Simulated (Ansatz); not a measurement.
## Structure search: one S candidate

Theory: DFT PBE, scalar-relativistic, plane waves, PAW (Ansatz 0.2.0). Cutoff 420 eV, Gaussian smearing, Γ-centred meshes. Cell and atoms relax first on a coarse mesh and then on a finer one. In between, the cell is made exact in the group found at 0.06 Å. In metals the finer mesh still leaves noise of several meV/atom or more. The steps can't lower the symmetry of their start. No spin polarisation.

The cell of S is invented: one element on all sites of the NbAs type (I4_1/amd, No. 141). The dimensions are guesses.

Space group I4_1/amd:1 (No. 141). a = 3.947 Å, b = 3.947 Å, c = 13.356 Å, α = 90.00°, β = 90.00°, γ = 90.00°
```tsv
atom	site	symmetry	x	y	z
S	8e	2mm.	0.5000	0.5000	0.2920
```

Energies count from the standard state of S at the same level.

Question: Where does the relaxation end?

Answer: The symmetry stays I4_1/amd (No. 141). The volume per atom shrinks by 6.7 %, from 26.0 to 24.3 Å³. The shortest distance goes from 2.97 Å (S–S) to 2.38 Å (S–S). The ratio c/a of the conventional cell changes by a factor of 1.69. The energy falls by about 0.92 eV/atom (the start's value is from the coarse mesh). Conventional cell: a = 3.241 Å, c = 18.478 Å. S is surrounded by 4 S at 2.38 Å.

```cif
data_structure
_symmetry_space_group_name_H-M 'I4_1/amd:1'
_symmetry_Int_Tables_number 141
_cell_length_a 3.2405
_cell_length_b 3.2405
_cell_length_c 18.4776
_cell_angle_alpha 90.000
_cell_angle_beta 90.000
_cell_angle_gamma 90.000
_cell_volume 194.03
loop_
_atom_site_label
_atom_site_type_symbol
_atom_site_symmetry_multiplicity
_atom_site_Wyckoff_symbol
_atom_site_fract_x
_atom_site_fract_y
_atom_site_fract_z
_atom_site_occupancy
S1 S 8 e 0.50000 0.50000 0.26732 1
```

Question: Give its energy and gap.

Answer: The energy over the standard state is +0.44 eV/atom. The gap on the 20×20×20 mesh of the 4-atom cell is 0 eV (a metal).

So it is a metastable form at best.

The last run used Gaussian smearing of 0.10 eV. No dispersion correction is applied, so the spacing and binding between layers, chains or molecules are poorly described. The reference form of S is held partly by dispersion forces, which this level lacks. Symmetry constrained the relaxation, so the result can be a saddle point. In all, the 3 runs took 4.7 min on 1 thread of Arm Neoverse V2, with other jobs on the host.
